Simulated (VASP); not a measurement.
# VASP inputs for MgO (strained rocksalt)

INCAR

```
LASPH = .TRUE.
ENCUT = 520
ISIF = 2
NBANDS = 11
NSW = 0
SIGMA = 0.02
EDIFF = 1E-7
LREAL = .FALSE.
IBRION = -1
LWAVE = .FALSE.
NELM = 120
PREC = Accurate
LCHARG = .FALSE.
GGA = PE
ISMEAR = -1
```

KPOINTS

```
KPOINTS created by Atomic Simulation Environment
0
Gamma
10 10 10
0 0 0
```

KPOINTS_OPT

```
special points
6
Reciprocal
0.0000000000 0.0000000000 0.0000000000 1
0.5000000000 0.0000000000 0.5000000000 1
0.6250000000 0.2500000000 0.6250000000 1
0.3750000000 0.3750000000 0.7500000000 1
0.5000000000 0.5000000000 0.5000000000 1
0.5000000000 0.2500000000 0.7500000000 1
```

POSCAR

```
Mg O
 1.0000000000000000
     0.0000000000000000    2.1862541120999999    2.1862541120999999
     2.1862541120999999    0.0000000000000000    2.1862541120999999
     2.1862541120999999    2.1862541120999999    0.0000000000000000
 Mg  O
   1   1
Cartesian
  0.0000000000000000  0.0000000000000000  0.0000000000000000
  2.1862541121000003  2.1862541121000003  2.1862541121000003
```

VASP ran with the recommended PBE PAW datasets (8 valence electrons in the cell).

Q: What does this run give?

A: gap between bands v and c 3.71 eV; least direct gap 3.71 eV; pressure -11.1 GPa.

Band v is the last that the valence electrons fill when counted band by band, and c is the next. Levels in eV from the top of v:

```json
{"point": "Γ", "v−1": "0.00", "v": "0.00", "c": "3.71", "c+1": "15.16"}
{"point": "X", "v−1": "-1.20", "v": "-1.20", "c": "8.80", "c+1": "8.96"}
{"point": "K", "v−1": "-2.42", "v": "-1.00", "c": "9.50", "c+1": "10.55"}
{"point": "L", "v−1": "-0.54", "v": "-0.54", "c": "7.21", "c+1": "11.36"}
{"point": "W", "v−1": "-2.62", "v": "-1.58", "c": "10.85", "c+1": "10.89"}
```
